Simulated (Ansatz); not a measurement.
**Where In_Al puts its levels in the gap of AlN (P6_3mc)**

Charge states of In_Al in AlN (P6_3mc), set against the band edges. Model: a cell of 72 host atoms with 1 Al taken out and 1 In put in.

Main program and level: Ansatz 0.2.0; place-levels on r2SCAN runs: charge-transition levels and formation energies with image-charge correction and potential alignment at the atomic sites; PAW set soft_1.

## 1. Starting point

The cell holds 72 atoms: 35 Al, 36 N and 1 In. Cell: a = 9.320 Å, b = 9.320 Å, c = 9.956 Å, α = 90.0°, β = 90.0°, γ = 120.0°. It derives from AlN (space group P6_3mc). Nearest the centre at fractional (0.444, 0.556, 0.500): In34 at 0.00 Å, N11 at 1.89 Å, N43 at 1.89 Å, N35 at 1.89 Å, N40 at 1.90 Å, Al9 at 3.07 Å, Al13 at 3.07 Å, Al41 at 3.07 Å.

As a file:

```xyz
72
Lattice="9.3196 0.0000 0.0000 -4.6598 8.0710 0.0000 0.0000 0.0000 9.9565" Properties=species:S:1:pos:R:3 pbc="T T T"
Al    1.5533    0.8968    2.4852
Al    0.0000    1.7936    4.9743
N     1.5533    0.8968    4.3848
N     0.0000    1.7936    1.8957
Al    1.5533    0.8968    7.4634
Al    0.0000    1.7936    9.9525
N     1.5533    0.8968    9.3631
N     0.0000    1.7936    6.8739
Al    0.0000    3.5871    2.4852
Al   -1.5533    4.4839    4.9743
N     0.0000    3.5871    4.3848
N    -1.5533    4.4839    1.8957
Al    0.0000    3.5871    7.4634
Al   -1.5533    4.4839    9.9525
N     0.0000    3.5871    9.3631
N    -1.5533    4.4839    6.8739
Al   -1.5533    6.2774    2.4852
Al   -3.1065    7.1742    4.9743
N    -1.5533    6.2774    4.3848
N    -3.1065    7.1742    1.8957
Al   -1.5533    6.2774    7.4634
Al   -3.1065    7.1742    9.9525
N    -1.5533    6.2774    9.3631
N    -3.1065    7.1742    6.8739
Al    4.6598    0.8968    2.4852
Al    3.1065    1.7936    4.9743
N     4.6598    0.8968    4.3848
N     3.1065    1.7936    1.8957
Al    4.6598    0.8968    7.4634
Al    3.1065    1.7936    9.9525
N     4.6598    0.8968    9.3631
N     3.1065    1.7936    6.8739
Al    3.1065    3.5871    2.4852
In    1.5533    4.4839    4.9743
N     3.1065    3.5871    4.3848
N     1.5533    4.4839    1.8957
Al    3.1065    3.5871    7.4634
Al    1.5533    4.4839    9.9525
N     3.1065    3.5871    9.3631
N     1.5533    4.4839    6.8739
Al    1.5533    6.2774    2.4852
Al    0.0000    7.1742    4.9743
N     1.5533    6.2774    4.3848
N     0.0000    7.1742    1.8957
Al    1.5533    6.2774    7.4634
Al    0.0000    7.1742    9.9525
N     1.5533    6.2774    9.3631
N     0.0000    7.1742    6.8739
Al    7.7663    0.8968    2.4852
Al    6.2130    1.7936    4.9743
N     7.7663    0.8968    4.3848
N     6.2130    1.7936    1.8957
Al    7.7663    0.8968    7.4634
Al    6.2130    1.7936    9.9525
N     7.7663    0.8968    9.3631
N     6.2130    1.7936    6.8739
Al    6.2130    3.5871    2.4852
Al    4.6598    4.4839    4.9743
N     6.2130    3.5871    4.3848
N     4.6598    4.4839    1.8957
Al    6.2130    3.5871    7.4634
Al    4.6598    4.4839    9.9525
N     6.2130    3.5871    9.3631
N     4.6598    4.4839    6.8739
Al    4.6598    6.2774    2.4852
Al    3.1065    7.1742    4.9743
N     4.6598    6.2774    4.3848
N     3.1065    7.1742    1.8957
Al    4.6598    6.2774    7.4634
Al    3.1065    7.1742    9.9525
N     4.6598    6.2774    9.3631
N     3.1065    7.1742    6.8739
```

Screening for the image-charge correction: ε∞ = (4.49, 4.49, 4.72), ε0 = (8.15, 8.15, 9.65), computed on the host (DFPT, PBEsol, on the r2SCAN cell), and a cell off the functional's own equilibrium shifts the ionic part.

The cell's shortest repeat is 9.3 Å.

## 2. Charge states

A transition level is the Fermi level at which two charge states cost the same, so each charge needs its own total energy, at its own relaxed structure.

Random displacements of about 0.05 Å break the site symmetry at the start, so that the relaxation can reach a distorted minimum if there is one. Forces are taken at one point at (¼, ¼, ¼). The cell holds 1 electron more than the neutral one, with a uniform background that keeps it neutral on the whole. The electron count is odd, so at least one spin is unpaired; this run locks the moment at 1 μB.

The sampling was tested on the host first: at the k-points planned (1x1x1 shifted 0.25 0.25 0.25) its energy lies -0.014 eV an atom from the dense-mesh value, under the bound of 0.02 eV set for this test; that bounds the host's error, not the defect's.

One of the inputs; charge, spin and start change from state to state.

File qm1_M1.relax/input.yaml:

```yaml
crystal:
  lattice:
    - [9.31956554, 9.0e-08, 0.0]
    - [-4.65978284, 8.07098046, 0.0]
    - [0.0, 0.0, 9.95647772]
  atoms:
    - { symbol: Al, position: [0.22222222, 0.11111111, 0.24960167] }
    - { symbol: Al, position: [0.11111111, 0.22222222, 0.49960167] }
    - { symbol: "N", position: [0.22222222, 0.11111111, 0.44039833] }
    - { symbol: "N", position: [0.11111111, 0.22222222, 0.19039833] }
    - { symbol: Al, position: [0.22222222, 0.11111111, 0.74960167] }
    - { symbol: Al, position: [0.11111111, 0.22222222, 0.99960167] }
    - { symbol: "N", position: [0.22222222, 0.11111111, 0.94039833] }
    - { symbol: "N", position: [0.11111111, 0.22222222, 0.69039833] }
    - { symbol: Al, position: [0.22222222, 0.44444444, 0.24960167] }
    - { symbol: Al, position: [0.11111111, 0.55555556, 0.49960167] }
    - { symbol: "N", position: [0.22222222, 0.44444444, 0.44039833] }
    - { symbol: "N", position: [0.11111111, 0.55555556, 0.19039833] }
    - { symbol: Al, position: [0.22222222, 0.44444444, 0.74960167] }
    - { symbol: Al, position: [0.11111111, 0.55555556, 0.99960167] }
    - { symbol: "N", position: [0.22222222, 0.44444444, 0.94039833] }
    - { symbol: "N", position: [0.11111111, 0.55555556, 0.69039833] }
    - { symbol: Al, position: [0.22222222, 0.77777778, 0.24960167] }
    - { symbol: Al, position: [0.11111111, 0.88888889, 0.49960167] }
    - { symbol: "N", position: [0.22222222, 0.77777778, 0.44039833] }
    - { symbol: "N", position: [0.11111111, 0.88888889, 0.19039833] }
    - { symbol: Al, position: [0.22222222, 0.77777778, 0.74960167] }
    - { symbol: Al, position: [0.11111111, 0.88888889, 0.99960167] }
    - { symbol: "N", position: [0.22222222, 0.77777778, 0.94039833] }
    - { symbol: "N", position: [0.11111111, 0.88888889, 0.69039833] }
    - { symbol: Al, position: [0.55555556, 0.11111111, 0.24960167] }
    - { symbol: Al, position: [0.44444444, 0.22222222, 0.49960167] }
    - { symbol: "N", position: [0.55555556, 0.11111111, 0.44039833] }
    - { symbol: "N", position: [0.44444444, 0.22222222, 0.19039833] }
    - { symbol: Al, position: [0.55555556, 0.11111111, 0.74960167] }
    - { symbol: Al, position: [0.44444444, 0.22222222, 0.99960167] }
    - { symbol: "N", position: [0.55555556, 0.11111111, 0.94039833] }
    - { symbol: "N", position: [0.44444444, 0.22222222, 0.69039833] }
    - { symbol: Al, position: [0.55555556, 0.44444444, 0.24960167] }
    - { symbol: In, position: [0.44444444, 0.55555556, 0.49960167] }
    - { symbol: "N", position: [0.55555556, 0.44444444, 0.44039833] }
    - { symbol: "N", position: [0.44444444, 0.55555556, 0.19039833] }
    - { symbol: Al, position: [0.55555556, 0.44444444, 0.74960167] }
    - { symbol: Al, position: [0.44444444, 0.55555556, 0.99960167] }
    - { symbol: "N", position: [0.55555556, 0.44444444, 0.94039833] }
    - { symbol: "N", position: [0.44444444, 0.55555556, 0.69039833] }
    - { symbol: Al, position: [0.55555556, 0.77777778, 0.24960167] }
    - { symbol: Al, position: [0.44444444, 0.88888889, 0.49960167] }
    - { symbol: "N", position: [0.55555556, 0.77777778, 0.44039833] }
    - { symbol: "N", position: [0.44444444, 0.88888889, 0.19039833] }
    - { symbol: Al, position: [0.55555556, 0.77777778, 0.74960167] }
    - { symbol: Al, position: [0.44444444, 0.88888889, 0.99960167] }
    - { symbol: "N", position: [0.55555556, 0.77777778, 0.94039833] }
    - { symbol: "N", position: [0.44444444, 0.88888889, 0.69039833] }
    - { symbol: Al, position: [0.88888889, 0.11111111, 0.24960167] }
    - { symbol: Al, position: [0.77777778, 0.22222222, 0.49960167] }
    - { symbol: "N", position: [0.88888889, 0.11111111, 0.44039833] }
    - { symbol: "N", position: [0.77777778, 0.22222222, 0.19039833] }
    - { symbol: Al, position: [0.88888889, 0.11111111, 0.74960167] }
    - { symbol: Al, position: [0.77777778, 0.22222222, 0.99960167] }
    - { symbol: "N", position: [0.88888889, 0.11111111, 0.94039833] }
    - { symbol: "N", position: [0.77777778, 0.22222222, 0.69039833] }
    - { symbol: Al, position: [0.88888889, 0.44444444, 0.24960167] }
    - { symbol: Al, position: [0.77777778, 0.55555556, 0.49960167] }
    - { symbol: "N", position: [0.88888889, 0.44444444, 0.44039833] }
    - { symbol: "N", position: [0.77777778, 0.55555556, 0.19039833] }
    - { symbol: Al, position: [0.88888889, 0.44444444, 0.74960167] }
    - { symbol: Al, position: [0.77777778, 0.55555556, 0.99960167] }
    - { symbol: "N", position: [0.88888889, 0.44444444, 0.94039833] }
    - { symbol: "N", position: [0.77777778, 0.55555556, 0.69039833] }
    - { symbol: Al, position: [0.88888889, 0.77777778, 0.24960167] }
    - { symbol: Al, position: [0.77777778, 0.88888889, 0.49960167] }
    - { symbol: "N", position: [0.88888889, 0.77777778, 0.44039833] }
    - { symbol: "N", position: [0.77777778, 0.88888889, 0.19039833] }
    - { symbol: Al, position: [0.88888889, 0.77777778, 0.74960167] }
    - { symbol: Al, position: [0.77777778, 0.88888889, 0.99960167] }
    - { symbol: "N", position: [0.88888889, 0.77777778, 0.94039833] }
    - { symbol: "N", position: [0.77777778, 0.88888889, 0.69039833] }
  host:
    repeats: [3, 3, 2]
    atoms:
      - { symbol: Al, position: [0.66666667, 0.33333333, 0.49920333] }
      - { symbol: Al, position: [0.33333333, 0.66666667, 0.99920333] }
      - { symbol: "N", position: [0.66666667, 0.33333333, 0.88079667] }
      - { symbol: "N", position: [0.33333333, 0.66666667, 0.38079667] }
total_charge: -1
basis:
  ecutwfc: 500
  xc_grid: 2
hamiltonian:
  xc: r2scan
  pseudopotentials: { kind: paw, azcp: { folder: soft_1 } }
kpoints:
  mp_grid: { grid: [1, 1, 1], shift: [0.25, 0.25, 0.25] }
magnetization:
  spin_polarized: true
  initial_magnetization: 1
  spin_locking: { lock_magnetization: hard }
scf:
  occupations: { method: fixed }
  max_iter: 60
output:
  forces: true
  charged_corrections:
    epsilon: [4.49, 4.49, 4.72]
    static_epsilon: [8.15, 8.15, 9.65]
    defect_position: [0.444444, 0.555556, 0.499602]
relax:
  f_tol: 0.02
  max_steps: 80
  random_displacement: { amplitude: 0.05, seed: 5754 }
checkpoint:
  write: "../qm1_M1.relax.run"
  compress: false
  write_wavefunctions: true
  write_every: 100000
```

Command:

```bash
ansatz run input.yaml --threads 4 --pin off --max-ram 7536MiB --backend cpu --events-out ev --progress --plain --runs-dir out
```

Defect states can disperse in a cell of this size, so the energy is taken again at a 2×2×2 shifted mesh, on the relaxed structure.

The run of this state that the levels use, under r2SCAN:

File qm1_M1.point/input.yaml:

```yaml
crystal:
  checkpoint: "../qm1_M1.relax.run"
  host: checkpoint
total_charge: -1
basis:
  ecutwfc: 500
  xc_grid: 2
hamiltonian:
  xc: r2scan
  pseudopotentials: { kind: paw, azcp: { folder: soft_1 } }
kpoints:
  mp_grid: { grid: [2, 2, 2], shift: [0.5, 0.5, 0.5] }
magnetization:
  spin_polarized: true
  initial_magnetization: 1
  spin_locking: { lock_magnetization: hard }
scf:
  occupations: { method: fermi_dirac, width: 0.01 }
  max_iter: 60
output:
  forces: true
  eigenvalues: true
  charged_corrections:
    epsilon: [4.49, 4.49, 4.72]
    static_epsilon: [8.15, 8.15, 9.65]
    defect_position: [0.444444, 0.555556, 0.499602]
  eigenstates: { localisation: true }
  populations: true
  efg: {}
  band_densities: [{ bands: [v1, v1] }, { bands: [c1, c1] }]
  write_density: true
  write_potential: true
  volumetric_format: npy
  elf: true
checkpoint:
  read: "../qm1_M1.relax.run"
  write: "../qm1_M1.point.run"
  compress: false
  write_wavefunctions: false
  write_every: 100000
```

Relaxations under r2SCAN at one point at (¼, ¼, ¼); times on 4 threads of Arm Neoverse V2, shared host:

| charge | moment (μB) | occupations | outcome | steps | largest displacement against the far atoms (Å) | time |
| --- | --- | --- | --- | --- | --- | --- |
| −1 | 1 | fixed | converged | 15 | 0.37 | 6.4 min |
| 0 | 0 | fixed | converged | 5 | 0.21 | 62 s |
| +1 | 1 | fixed | converged | 6 | 0.23 | 3.1 min |

Single points under r2SCAN at a 2×2×2 shifted mesh; times on 4 threads of Arm Neoverse V2, shared host:

| charge | moment (μB) | occupations | outcome | time |
| --- | --- | --- | --- | --- |
| −1 | 1 | fermi-dirac | converged | 2.9 min |
| 0 | 0 | fermi-dirac | converged | 66 s |
| +1 | 1 | fermi-dirac | converged | 3 min |

Distances (Å) from In34 to the nearest atoms after relaxation with r2SCAN:

| charge | moment (μB) | 1. | 2. | 3. | 4. | 5. | 6. |
| --- | --- | --- | --- | --- | --- | --- | --- |
| −1 | 1 | N 2.15 | N 2.15 | N 2.15 | N 2.22 | Al 2.93 | Al 2.93 |
| 0 | 0 | N 2.08 | N 2.08 | N 2.08 | N 2.11 | N 3.06 | Al 3.12 |
| +1 | 1 | N 2.07 | N 2.07 | N 2.07 | N 2.14 | N 3.03 | Al 3.10 |

(Continued in part 2 of 2.)

[Logs are printed without paths, hosts, clocks, repeated set-up lines and the standing remarks that a program may print on its own settings, such as how far it seeks lower states.]

[Hosts, paths, dates, database ids (printed as entryN), source tags and the programs' standing remarks are cut or masked in the printed files.]

[Where a table of states has a column of steps, it counts the stored structures, which are thinned; the runs took as many ionic steps or more.]

[A defect's name tells the site on which it was built; relaxed atoms can leave that site.]

[For some hosts the program warned that the k-mesh of the response run may be too coarse for force constants and the static dielectric constant; such warnings are not shown here.]
